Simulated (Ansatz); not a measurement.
Here is an Ansatz 0.2.0 calculation.

Contents of input.yaml:

```yaml
crystal:
  lattice:
    - [2.0, 1.1547005384, 8.44]
    - [-2.0, 1.1547005384, 8.44]
    - [0.0, -2.3094010768, 8.44]
  atoms:
    - { symbol: In, position: [0.8886, 0.8886, 0.8886] }
    - { symbol: In, position: [0.0, 0.0, 0.0] }
    - { symbol: Se, position: [0.1719, 0.1719, 0.1719] }
    - { symbol: Se, position: [0.3835, 0.3835, 0.3835] }
hamiltonian:
  xc: pbesol
  pseudopotentials: { kind: paw }
kpoints:
  mp_grid: { grid: [8, 8, 8] }
  band_path:
    path:
      - [[0.0, 0.0, 0.0], [0.5, 0.0, 0.0], [0.5, 0.1791451724, -0.1791451724]]
      - [[0.8208548276, 0.5, 0.1791451724], [0.5, 0.5, 0.5], [0.0, 0.0, 0.0], [0.3395725862, 0.0, -0.3395725862]]
      - [[0.6604274138, 0.3395725862, 0.0], [0.5, 0.5, 0.0], [0.6604274138, 0.6604274138, 0.1791451724], [0.5, 0.5, 0.5]]
      - [[0.5, 0.0, 0.0], [0.8208548276, 0.3395725862, 0.3395725862]]
    npoints: 14
scf:
  occupations: { method: fermi_dirac, width: 0.05 }
  n_extra_bands: 10
output:
  forces: true
  stress: true
  eigenvalues: true
  fatbands: false
```

Potentials or basis: Ansatz PAW.

Command:

```bash
$ ansatz run input.yaml --threads 2 --pin off --max-ram 5632MiB --backend cpu --events-out ev --progress --plain --runs-dir out
```

Q: What does it give for the pressure?

A: 0.2 GPa.

Q: Estimate the band gap on the k mesh.

A: 0.34 eV, direct.

Q: What does it give for the band gap along the path?

A: 0.34 eV, direct.

Forces in eV/Å, atoms in the order of the input:
```
In   0.000  0.000  0.300
In   0.000  0.000 -0.282
Se   0.000  0.000 -0.087
Se   0.000  0.000  0.069
```

Caveat: spin-orbit coupling is left out, which moves the levels of the heavy elements; the PAW data sets come from PBE, with cores solved anew for the run's functional, which leaves a small shift of forces and pressure.

**What was measured.**

“The Interaction of Hydrogen with the van der Waals Crystal γ-InSe”, 2020, pmc:7321205 reports, for a bulk crystal of InSe at 300 K: band gap 1.25 eV.

Measured gap of InSe: 1.25 eV (300 K; “The Interaction of Hydrogen with the van der Waals Crystal γ-InSe”, 2020, pmc:7321205). This calculation gives 0.34 eV (-0.91 eV). Spin-orbit coupling on In, Se is left out. The value is that of PBEsol, without temperature or zero-point motion. Semilocal functionals fall short of measured gaps as a rule.
